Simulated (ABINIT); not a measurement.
# GaN (P6_3mc) in ABINIT: settings compared

Aim: see how the results for GaN move with the level of theory and the settings. Levels: PBEsol, LDA. Tasks: relaxation of cell and atoms, single point.

All numbers are computed with ABINIT 10.8.3 (patched build); they aren't measurements. Logs are shortened: lines on timing, memory, paths and dates and some standing lists are left out, and cuts for length are marked. The log counts tension as positive stress, the text compression.

**What was measured.**

“Studying electronic properties in GaN without electrical contacts using γ-γ vs e−-γ Perturbed Angular Correlations”, 2019, pmc:6823545 quotes, for a bulk crystal of GaN: band gap 3.503 ± 0.005 eV (direct).

The results are compared with them further down.

**1. Starting point**

It takes space group P6_3mc (No. 186, hexagonal). Conventional cell: a = 3.180 Å, b = 3.180 Å, c = 5.166 Å, α = 90.00°, β = 90.00°, γ = 120.00°. Ga (site symmetry 3m) has 4 N at 1.94 to 1.95 Å as nearest neighbours. N (site symmetry 3m) is surrounded by 4 Ga at 1.94 to 1.95 Å.

**2. Relaxation of cell and atoms, PBEsol**

Input file run.abi:

```
# Pseudopotentials
pp_dirpath "./"
pseudos "Ga.GGA_PBE-JTH.xml, N.GGA_PBE-JTH.xml"

# Structure
acell 3*1.0 Angstrom
rprim
     3.1800000000     0.0000000000     0.0000000000
    -1.5900000000     2.7539607840     0.0000000000
     0.0000000000     0.0000000000     5.1660000000
ntypat 2
znucl 31 7
natom 4
typat 1 1 2 2
chkprim 0
chksymtnons 0
tolsym 1.0e-6
xred
            2/3            1/3            1/2
            1/3            2/3            0.0
            2/3            1/3            7/8
            1/3            2/3            3/8

# Plane-wave basis
ecut 544.227725 eV
pawecutdg 40.0
ecutsm 0.5

# k points
kptopt 1
ngkpt 8 8 4
nshiftk 1
shiftk 0.0 0.0 0.0

# Exchange and correlation
ixc -116133

# Bands and occupations
nband 22
occopt 3
tsmear 0.05 eV

# SCF cycle
nstep 80
tolvrs 1.0e-12

# Output
iomode 3
prteig 0
prtebands 0
prtwf 0
prtden 0

# Relaxation
ionmov 22
optcell 2
ntime 50
tolmxf 2.0e-5
dilatmx 1.08
```

Potentials or basis: JTH PAW PBE v2.0.

Run with:

```
> abinit run.abi > log 2>&1
```

run.abo:

```text
.Version 10.8.3 of ABINIT
 Symmetries : space group P6_3 m c (#186); Bravais hP (primitive hexag.)
================================================================================
 Values of the parameters that define the memory need of the present run
     intxc =       0    ionmov =      22      iscf =      17    lmnmax =      18
     lnmax =       6     mgfft =      45  mpssoang =       3    mqgrid =    3002
     natom =       4  nloc_mem =       2    nspden =       1   nspinor =       1
    nsppol =       1      nsym =      12    n1xccc =       1    ntypat =       2
    occopt =       3   xclevel =       2
       mpw =        1671          nfft =       40500          nkpt =          30
 PAW method is used; the additional fine FFT grid is defined by:
   mgfftf=        64    nfftf =    102400
================================================================================
================================================================================

--------------------------------------------------------------------------------
------------- Echo of variables that govern the present computation ------------
--------------------------------------------------------------------------------
 -outvars: echo values of preprocessed input variables --------
            acell      1.8897261259E+00  1.8897261259E+00  1.8897261259E+00 Bohr
              amu      6.97230000E+01  1.40067400E+01
          chkprim           0
      chksymtnons           0
          dilatmx      1.08000000E+00
             ecut      2.00000000E+01 Hartree
           ecutsm      5.00000000E-01 Hartree
           ionmov          22
              ixc     -116133
         kptrlatt        8    0    0      0    8    0      0    0    4
          kptrlen      3.90493007E+01
            natom           4
            nband          22
            ngfft          30      30      45
          ngfftdg          40      40      64
             nkpt          30
            nstep          80
             nsym          12
            ntime          50
           ntypat           2
           occopt           3
          optcell           2
        pawecutdg      4.00000000E+01 Hartree
         pawxcdev           0
           prtden           0
        prtebands           0
           prteig           0
            prtwf           0
            rprim      3.1800000000E+00  0.0000000000E+00  0.0000000000E+00
                      -1.5900000000E+00  2.7539607840E+00  0.0000000000E+00
                       0.0000000000E+00  0.0000000000E+00  5.1660000000E+00
          spgroup         186
           tolmxf      2.00000000E-05
           tolsym      1.00000000E-06
           tolvrs      1.00000000E-12
           tsmear      1.83746611E-03 Hartree
            typat      1  1  2  2
           useylm           1
           xangst      1.5900000000E+00  9.1798692800E-01  2.5830000000E+00
                       1.9492142795E-17  1.8359738560E+00  0.0000000000E+00
                       1.5900000000E+00  9.1798692800E-01  4.5202500000E+00
                       1.9492142795E-17  1.8359738560E+00  1.9372500000E+00
            xcart      3.0046645402E+00  1.7347438811E+00  4.8811625832E+00
                       3.6834811490E-17  3.4694877622E+00  0.0000000000E+00
                       3.0046645402E+00  1.7347438811E+00  8.5420345206E+00
                       3.6834811490E-17  3.4694877622E+00  3.6608719374E+00
             xred      6.6666666667E-01  3.3333333333E-01  5.0000000000E-01
                       3.3333333333E-01  6.6666666667E-01  0.0000000000E+00
                       6.6666666667E-01  3.3333333333E-01  8.7500000000E-01
                       3.3333333333E-01  6.6666666667E-01  3.7500000000E-01
            znucl       31.00000    7.00000

================================================================================

 chkinp: Checking input parameters for consistency.

================================================================================
== DATASET  1 ==================================================================

--- !DatasetInfo
iteration_state: {dtset: 1, }
dimensions: {natom: 4, nkpt: 30, mband: 22, nsppol: 1, nspinor: 1, nspden: 1, mpw: 1671, }
cutoff_energies: {ecut:  20.0, pawecutdg:  40.0, }
electrons: {nelect:   3.60000000E+01, charge:   0.00000000E+00, occopt:   3.00000000E+00, tsmear:   1.83746611E-03, }
meta: {optdriver: 0, ionmov: 22, optcell: 2, iscf: 17, paral_kgb: 0, }
...

 Real(R)+Recip(G) space primitive vectors, cartesian coordinates (Bohr,Bohr^-1):
 R(1)=  6.0093291  0.0000000  0.0000000  G(1)=  0.1664079  0.0960757  0.0000000
 R(2)= -3.0046645  5.2042316  0.0000000  G(2)=  0.0000000  0.1921513  0.0000000
 R(3)=  0.0000000  0.0000000  9.7623252  G(3)=  0.0000000  0.0000000  0.1024346
 Unit cell volume ucvol=  3.0530638E+02 bohr^3
 Angles (23,13,12)=  9.00000000E+01  9.00000000E+01  1.20000000E+02 degrees

 Coarse grid specifications (used for wave-functions):

 getcut: wavevector=  0.0000  0.0000  0.0000  ngfft=  30  30  45
         ecut(hartree)=     23.328   => boxcut(ratio)=   2.07298

 Fine grid specifications (used for densities):

 getcut: wavevector=  0.0000  0.0000  0.0000  ngfft=  40  40  64
         ecut(hartree)=     46.656   => boxcut(ratio)=   2.13210

--- Pseudopotential description ------------------------------------------------
- pspini: atom type   1  psp file is ./Ga.GGA_PBE-JTH.xml
 Pseudopotential format is: paw10
 basis_size (lnmax)=  6 (lmn_size= 18), orbitals=   0   0   1   1   2   2
 Spheres core radius: rc_sph= 2.10359248
 Shapefunction is BESSEL type: shapef(r,l)=aa(1,l)*jl(q(1,l)*r)+aa(2,l)*jl(q(2,l)*r)
 Radius for shape functions =  1.80829011
 Compensation charge density is not taken into account in XC energy/potential

- pspini: atom type   2  psp file is ./N.GGA_PBE-JTH.xml
 Pseudopotential format is: paw10
 basis_size (lnmax)=  4 (lmn_size=  8), orbitals=   0   0   1   1
 Spheres core radius: rc_sph= 1.20497474
 Shapefunction is SIN type: shapef(r)=[sin(pi*r/rshp)/(pi*r/rshp)]**2
 Radius for shape functions =  1.00243812
 Compensation charge density is not taken into account in XC energy/potential

   1.92321609E+03                                ecore*ucvol(ha*bohr**3)
--------------------------------------------------------------------------------

================================================================================

=== [ionmov=22] Limited-memory Broyden-Fletcher-Goldfarb-Shanno method
================================================================================

--- Iteration: ( 1/50) Internal Cycle: (1/1)
--------------------------------------------------------------------------------

---SELF-CONSISTENT-FIELD CONVERGENCE--------------------------------------------
[... 693 lines left out ...]
 Difference of energy with previous step (new-old):
           Absolute (Ha)=-3.33412E-07
           Relative     =-1.87122E-09

 At Broyd/MD step   6, gradients are converged :
  max grad (force/stress) = 1.3303E-05 < tolmxf= 2.0000E-05 ha/bohr (free atoms)

================================================================================

 ----iterations are completed or convergence reached----

 Mean square residual over all n,k,spin=   92.939E-17; max=  61.213E-15
 reduced coordinates (array xred) for    4 atoms
       0.666666666667      0.333333333333      0.499154328298
       0.333333333333      0.666666666667     -0.000845671702
       0.666666666667      0.333333333333      0.875845671702
       0.333333333333      0.666666666667      0.375845671702
 rms dE/dt=  2.8529E-04; max dE/dt=  2.1541E-27; dE/dt below (all hartree)
    1       0.000000000000      0.000000000000     -0.000532230024
    2      -0.000000000000      0.000000000000     -0.000532230024
    3      -0.000000000000      0.000000000000     -0.000452842176
    4       0.000000000000      0.000000000000     -0.000452842176

 cartesian coordinates (angstrom) at end:
    1      1.59398285723294     0.92028643169555     2.59197254463289
    2      0.00000000000000     1.84057286339111    -0.00439134293384
    3      1.59398285723294     0.92028643169555     4.54802814617562
    4      0.00000000000000     1.84057286339111     1.95166425860889

 cartesian forces (hartree/bohr) at end:
    1     -0.00000000000000    -0.00000000000000     0.00000404510324
    2      0.00000000000000     0.00000000000000     0.00000404510324
    3      0.00000000000000     0.00000000000000    -0.00000404510324
    4     -0.00000000000000    -0.00000000000000    -0.00000404510324
 frms,max,avg= 2.3354414E-06 4.0451032E-06   0.000E+00  0.000E+00  5.019E-05 h/b

 cartesian forces (eV/Angstrom) at end:
    1     -0.00000000000000    -0.00000000000000     0.00020800757177
    2      0.00000000000000     0.00000000000000     0.00020800757177
    3      0.00000000000000     0.00000000000000    -0.00020800757177
    4     -0.00000000000000    -0.00000000000000    -0.00020800757177
 frms,max,avg= 1.2009323E-04 2.0800757E-04   0.000E+00  0.000E+00  2.581E-03 e/A
 length scales=  6.024382099124  6.024382099068  9.812833341397 bohr
              =  3.187965714466  3.187965714436  5.192727775133 angstroms
 Fermi (or HOMO) energy (hartree) =   0.24258   Average Vxc (hartree)=  -0.40218
 Eigenvalues (hartree) for nkpt=  30  k points:
 kpt#   1, nband= 22, wtk=  0.00391, kpt=  0.0000  0.0000  0.0000 (reduced coord)
  -0.37977   -0.34469   -0.28487   -0.28430   -0.28430   -0.28205   -0.28205   -0.27499
  -0.27499   -0.27130   -0.27130   -0.22590   -0.05431    0.16949    0.16949    0.20614
   0.20787    0.20787    0.27525    0.36055    0.54192    0.56703
      occupation numbers for kpt#   1
   2.00000    2.00000    2.00000    2.00000    2.00000    2.00000    2.00000    2.00000
   2.00000    2.00000    2.00000    2.00000    2.00000    2.00000    2.00000    2.00000
   2.00000    2.00000    0.00000    0.00000    0.00000    0.00000
 prteigrs : prtvol=0 or 1, do not print more k-points.

--- !EnergyTerms
iteration_state     : {dtset: 1, itime: 6, icycle: 1, }
comment             : Components of total free energy in Hartree
kinetic             :  2.17328801132987E+01
hartree             :  4.67775374452309E+01
xc                  : -8.59163535616492E+00
Ewald energy        : -1.16608621524426E+02
psp_core            :  6.23559658042126E+00
local_psp           : -1.29878514689799E+02
PAW spherical_terms :  2.15380105956967E+00
internal            : -1.78178956371870E+02
'-kT*entropy'       : -1.07560615201071E-11
total_energy        : -1.78178956371881E+02
total_energy_eV     : -4.84849640274104E+03
...

--- !EnergyTermsDC
iteration_state     : {dtset: 1, itime: 6, icycle: 1, }
comment             : '"Double-counting" decomposition of free energy'
band_energy         : -5.67131571713015E+00
Ewald energy        : -1.16608621524426E+02
psp_core            :  6.23559658042126E+00
xc_dc               : -4.48929442837097E+01
PAW spherical_terms : -1.72416715236038E+01
internal            : -1.78178956468449E+02
'-kT*entropy'       : -1.07560615201071E-11
total_energy_dc     : -1.78178956468459E+02
total_energy_dc_eV  : -4.84849640536909E+03
...

--- !EnergyTermsWithPAWCore
iteration_state     : {dtset: 1, itime: 6, icycle: 1, }
comment             : 'Components of total free energy, including PAW core contributions'
Total energy        : -3.99435738774358E+03
Total energy DC     : -3.99435738784016E+03
Total energy (eV)   : -1.08692001682378E+05
Total energy DC (eV): -1.08692001685006E+05
...

 rms coord change=  4.8825E-04   atom, delta coord (reduced):
     1        0.000000000000      0.000000000000     -0.000845671702
     2        0.000000000000      0.000000000000     -0.000845671702
     3        0.000000000000      0.000000000000      0.000845671702
     4        0.000000000000      0.000000000000      0.000845671702

 Cartesian components of stress tensor (hartree/bohr^3)
  sigma(1 1)=  1.33027285E-07  sigma(3 2)=  0.00000000E+00
  sigma(2 2)=  1.33027792E-07  sigma(3 1)=  0.00000000E+00
  sigma(3 3)=  5.58340720E-08  sigma(2 1)=  0.00000000E+00

-Cartesian components of stress tensor (GPa)         [Pressure= -3.1568E-03 GPa]
- sigma(1 1)=  3.91379786E-03  sigma(3 2)=  0.00000000E+00
- sigma(2 2)=  3.91381277E-03  sigma(3 1)=  0.00000000E+00
- sigma(3 3)=  1.64269511E-03  sigma(2 1)=  0.00000000E+00

== END DATASET(S) ==============================================================
================================================================================

 -outvars: echo values of variables after computation  --------
            acell      6.0243820991E+00  6.0243820991E+00  9.8128333414E+00 Bohr
           etotal     -1.7817895647E+02
            fcart     -3.5756632682E-28 -2.0644101504E-28  4.0451032375E-06
                       3.5756632682E-28  2.0644101504E-28  4.0451032375E-06
                       1.7878316341E-28  1.0322050752E-28 -4.0451032375E-06
                      -1.7878316341E-28 -1.0322050752E-28 -4.0451032375E-06
            rprim      1.0000000000E+00  0.0000000000E+00  0.0000000000E+00
                      -5.0000000000E-01  8.6602540378E-01  0.0000000000E+00
                       0.0000000000E+00  0.0000000000E+00  1.0000000000E+00
           strten      1.3302728549E-07  1.3302779226E-07  5.5834071956E-08
                       0.0000000000E+00  0.0000000000E+00  0.0000000000E+00
           xangst      1.5939828572E+00  9.2028643170E-01  2.5919725446E+00
                       1.9344747468E-17  1.8405728634E+00 -4.3913429338E-03
                       1.5939828572E+00  9.2028643170E-01  4.5480281462E+00
                       1.9344747468E-17  1.8405728634E+00  1.9516642586E+00
             xred      6.6666666667E-01  3.3333333333E-01  4.9915432830E-01
                       3.3333333333E-01  6.6666666667E-01 -8.4567170166E-04
                       6.6666666667E-01  3.3333333333E-01  8.7584567170E-01
                       3.3333333333E-01  6.6666666667E-01  3.7584567170E-01
 Calculation completed.
```

Wall time 5.7 min (1 thread of Arm Neoverse V1, shared host); peak memory 0.14 GiB.

What came out:

- Free energy: -4848.4964 eV
- Band gap on the k mesh: 1.83 eV, direct

Caveat: the cutoff is too short for stress, so the log's stress isn't used; the PAW data sets were made with another functional, which shifts forces and pressure a little.

**3. Single point, PBEsol (cell relaxed)**

Input file run.abi:

```
# Pseudopotentials
pp_dirpath "./"
pseudos "Ga.GGA_PBE-JTH.xml, N.GGA_PBE-JTH.xml"

# Structure
acell 3*1.0 Angstrom
rprim
     3.1879657200     0.0000000000     0.0000000000
    -1.5939828600     2.7608593000     0.0000000000
     0.0000000000     0.0000000000     5.1927277800
ntypat 2
znucl 31 7
natom 4
typat 1 1 2 2
xred
     0.6666666700     0.3333333300     0.4991543300
     0.3333333300     0.6666666700    -0.0008456700
     0.6666666700     0.3333333300     0.8758456700
     0.3333333300     0.6666666700     0.3758456700
chkprim 0
chksymtnons 0
tolsym 1.0e-6

# Plane-wave basis
ecut 20.0
pawecutdg 40.0

# k points
kptopt 1
ngkpt 8 8 4
nshiftk 1
shiftk 0.0 0.0 0.0

# Exchange and correlation
ixc -116133

# Bands and occupations
nband 22
occopt 3
tsmear 0.05 eV

# SCF cycle
nstep 100
tolvrs 1.0e-9

# Output
iomode 3
prtwf 0
prtden 0
prteig 0
prtebands 0
enunit 2
```

Potentials or basis: JTH PAW PBE v2.0.

Run with:

```
> abinit run.abi > log 2>&1
```

It took 50 s on 1 thread of Arm Neoverse V1, shared host; peak memory 0.12 GiB.

The run converged. Its results:

| Item | Value |
| --- | --- |
| Free energy | -4848.5165 eV |
| Band gap on the k mesh | 1.84 eV, direct |
| Valence electrons inside the program's atomic spheres | Ga 11.20; N 2.57 |

Levels at points of the mesh, in eV from the valence-band top:
| k point | band 15 | band 16 | band 17 | band 18 | band 19 | band 20 | band 21 | band 22 |
| --- | --- | --- | --- | --- | --- | --- | --- | --- |
| (0.00, 0.00, 0.00) | -1.04 | -0.05 | 0.00 | 0.00 | 1.83 | 4.16 | 9.09 | 9.77 |
| (0.50, 0.00, 0.00) | -4.25 | -2.78 | -2.24 | -1.01 | 4.92 | 5.47 | 5.93 | 8.53 |
| (0.00, 0.00, 0.50) | -0.53 | -0.53 | -0.53 | -0.53 | 4.17 | 4.17 | 8.35 | 8.35 |
| (0.50, 0.00, 0.50) | -1.97 | -1.97 | -1.92 | -1.92 | 4.27 | 4.27 | 7.66 | 7.66 |

Caveat: the cutoff is too short for stress, so the log's stress isn't used; the PAW data sets were made with another functional, which shifts forces and pressure a little.

**4. Single point, LDA**

Input file run.abi:

```
# Pseudopotentials
pp_dirpath "./"
pseudos "Ga.upf, N.upf"

# Structure
acell 3*1.0
rprim
     6.0093290763     0.0000000000     0.0000000000
    -3.0046645382     5.2042316397     0.0000000000
     0.0000000000     0.0000000000     9.7623251598
ntypat 2
znucl 31 7
natom 4
typat 1 1 2 2
xred
     0.6666666667     0.3333333333     0.5000000000
     0.3333333333     0.6666666667     0.0000000000
     0.6666666667     0.3333333333     0.8750000000
     0.3333333333     0.6666666667     0.3750000000

# Plane-wave basis
ecut 36.0

# k points
kptopt 1
ngkpt 8 8 4
nshiftk 1
shiftk 0.0 0.0 0.0

# Exchange and correlation
ixc 7

# Bands and occupations
nband 22
occopt 3
tsmear 0.00183747

# SCF cycle
nstep 100
tolvrs 1.0e-10

# Output
iomode 3
prtwf 0
prtden 0
prteig 0
prtebands 0
enunit 2
```

Potentials or basis: PseudoDojo NC SR LDA v0.4.1 standard.

Run with:

```
> abinit run.abi > log 2>&1
```

It took 71 s on 1 thread of Arm Neoverse V2, shared host; peak memory 0.09 GiB.

Results (log left out):

```
Free energy                                           : -4722.4847 eV
Largest force                                         : 0.126 eV/Å
Band gap on the k mesh                                : 2.01 eV, direct
Valence electrons inside the program's atomic spheres : Ga 10.91; N 5.24
```

Forces on the atoms (eV/Å):
```
Ga   0.000  0.000 -0.126
Ga   0.000  0.000 -0.126
N    0.000  0.000  0.126
N    0.000  0.000  0.126
```

Levels at points of the mesh, in eV from the valence-band top:
| k point | band 14 | band 15 | band 16 | band 17 | band 18 | band 19 | band 20 | band 21 | band 22 |
| --- | --- | --- | --- | --- | --- | --- | --- | --- | --- |
| (0.00, 0.00, 0.00) | -1.07 | -1.07 | -0.06 | 0.00 | 0.00 | 2.01 | 4.23 | 9.11 | 9.78 |
| (0.50, 0.00, 0.00) | -5.34 | -4.32 | -2.81 | -2.30 | -1.00 | 4.95 | 5.55 | 5.96 | 8.54 |
| (0.00, 0.00, 0.50) | -3.88 | -0.55 | -0.55 | -0.55 | -0.55 | 4.26 | 4.26 | 8.40 | 8.40 |
| (0.50, 0.00, 0.50) | -6.72 | -1.98 | -1.98 | -1.94 | -1.94 | 4.34 | 4.34 | 7.70 | 7.70 |

Caveat: the cutoff is too short for stress, so the log's stress isn't used.

**5. The runs side by side**

| task | level | potentials or basis | cell | cutoff (eV) | cell freedom (optcell) | optimiser (ionmov) | cutoff smearing ecutsm (Ha) | force stop (Ha/bohr) | fine-grid cutoff | gap on the mesh (eV) |
| --- | --- | --- | --- | --- | --- | --- | --- | --- | --- | --- |
| relaxation of cell and atoms | PBEsol | JTH PAW PBE v2.0 | relaxed | 544 | 2 | 22 | 0.5 | 2e-05 | 1088.46 eV | 1.83 |
| single point | PBEsol | JTH PAW PBE v2.0 | cell relaxed | 544 | - | - | - | - | 1088.46 eV | 1.84 |
| single point | LDA | PseudoDojo NC SR LDA v0.4.1 standard | as given | 980 | - | - | - | - | - | 2.01 |

Alike in all rows: no spin polarisation; k mesh 8 × 8 × 4; smearing fermi-dirac 0.05 eV.

Caveats: the PAW data sets were made with another functional, which shifts forces and pressure a little (some runs).

Total energies depend on the potentials used, so only differences within one code and one set of settings carry meaning.

**6. Against experiment**

Step 4. Against the measured gap of GaN, 3.503 eV (direct; quoted in “Studying electronic properties in GaN without electrical contacts using γ-γ vs e−-γ Perturbed Angular Correlations”, 2019, pmc:6823545), the calculated 2.01 eV is off by -1.49 eV. Spin-orbit coupling on Ga is left out. The value is that of LDA, without temperature or zero-point motion. Semilocal functionals fall short of measured gaps as a rule.
